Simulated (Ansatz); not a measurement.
# Ti (Titanium): the cost of one run

Computed with Ansatz 0.2.0 (DFT PBE, scalar-relativistic, plane waves, PAW, unless a step's input says otherwise).

**1. The structure to begin with**

The structure is hexagonal, space group P6_3/mmc (No. 194). Conventional cell: a = 2.939 Å, b = 2.939 Å, c = 4.650 Å, α = 90.00°, β = 90.00°, γ = 120.00°. Ti (site symmetry -6m2) is surrounded by 12 Ti at 2.88 to 2.94 Å.

As a file:

```
Ti
1.0
     2.93858    0.00000    0.00000
    -1.46929    2.54489    0.00000
     0.00000    0.00000    4.65043
Ti
2
Direct
  0.33333 0.66667 0.25000
  0.66667 0.33333 0.75000
```

It is the result of an earlier relaxation at this level (volume 17.39 Å³/atom; gap on the mesh: none (metal)).

Bulk energy on matching settings, from an earlier run: -2499.6667 eV/atom.

**2. Cutting the (001) slab**

Planes are indexed in the bulk's conventional cell (P6_3/mmc (No. 194)), a = 2.939 Å, b = 2.939 Å, c = 4.650 Å, α = 90.00°, β = 90.00°, γ = 120.00°.

The slab is a (001) slab, 4.7 Å thick as cut, with 15 Å of vacuum; its outer planes are Ti (top) and Ti (bottom).

The slab as cut. Its planes from the bottom up:

```csv
plane,atoms per cell,height over the lowest (Å)
1,Ti,0.00
2,Ti,2.33
3,Ti,4.65
```

**3. Single point on the unrelaxed (001) slab**

The cell repeats along c, and a dipole correction in the vacuum removes the field between the copies.

Input file input.yaml:

```yaml
crystal:
  lattice:
    - [2.9385821062, 0.0, 0.0]
    - [-1.4692910531, 2.5448867551, 0.0]
    - [0.0, 0.0, 19.6504271808]
  atoms:
    - { symbol: Ti, position: [0.3333333333, 0.6666666667, 0.381671092] }
    - { symbol: Ti, position: [0.6666666667, 0.3333333333, 0.5] }
    - { symbol: Ti, position: [0.3333333333, 0.6666666667, 0.618328908] }
basis:
  ecutwfc: 420
kpoints:
  mp_grid: { grid: [12, 12, 1] }
hamiltonian:
  xc: pbe
scf:
  occupations: { method: gaussian, width: 0.1 }
output:
  forces: true
  stress: true
  eigenvalues: true
  write_density: true
  write_potential: true
  elf: true
  volumetric_format: npy
efield:
  axis: 3
  dipole_correction: true
```

The run is started by

```console
ansatz run input.yaml --threads 1 --pin off --max-ram 2560MiB --backend cpu --events-out ev --progress --plain --runs-dir out
```

What time and memory should one allow on 1 thread of Intel Xeon Platinum 8488C (Sapphire Rapids), shared host?

About 6.4 s, with a peak of 0.41 GiB.
